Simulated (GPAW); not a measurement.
PtS2:

```
Pt S
1.0
     3.54320    0.00000    0.00000
    -1.77160    3.06850    0.00000
     0.00000    0.00000    5.03880
Pt S
1 2
Cartesian
  0.0000 0.0000 0.0000
  1.7716 1.0228 3.8950
  0.0000 2.0457 1.1438
```

* Program: GPAW 26.7.0
* Task: relaxation of cell and atoms
* Functional: BLYP
* Dispersion: D4
* Potentials or basis: PAW data sets generated in the run's folder for this functional
* Cutoff: 600 eV
* Basis: pw
* k mesh: 9 × 9 × 5
* Occupations: fermi-dirac, width 0.05 eV
* Spin: no spin polarisation

At the start: pressure 11.1 GPa; volume 18.26 Å³/atom.

**Question.** How do energy, volume and symmetry change on relaxing?

**Answer.** Over 15 steps the energy falls by 90.2 meV/atom and the volume is 17.68 Å³/atom (-3.2 %); space group P-3m1 (No. 164, to 0.05 Å).

The path:
```csv
step,energy change (eV),largest force (eV/Å),pressure (GPa),volume (Å³)
1,0.0000,1.8608,11.11,54.78
2,-0.1356,1.1936,5.87,55.78
3,-0.2225,0.2872,-0.73,57.18
4,-0.2263,0.1601,-1.47,57.24
5,-0.2309,0.0344,-1.97,57.07
6,-0.2383,0.1098,-2.07,56.41
7,-0.2452,0.1773,-1.32,55.37
8,-0.2492,0.1307,-0.18,54.55
9,-0.2518,0.0420,0.68,54.12
10,-0.2552,0.0561,1.33,53.78
11,-0.2608,0.1527,1.77,53.34
12,-0.2668,0.1719,1.49,52.93
13,-0.2696,0.0949,0.66,52.88
14,-0.2704,0.0225,0.09,53.01
15,-0.2705,0.0010,-0.01,53.03
```

Final structure:
```
Pt S
1.0
     3.60812   -0.00002   -0.00014
    -1.80408    3.12471    0.00014
    -0.00019    0.00011    4.70387
Pt S
1 2
Direct
  0.00000 0.00000 0.00000
  0.66665 0.33335 0.73884
  0.33335 0.66665 0.26116
```

Caveat: later steps reuse the first step's grids; pairwise dispersion overbinds metals, which lowers pressure and volume.
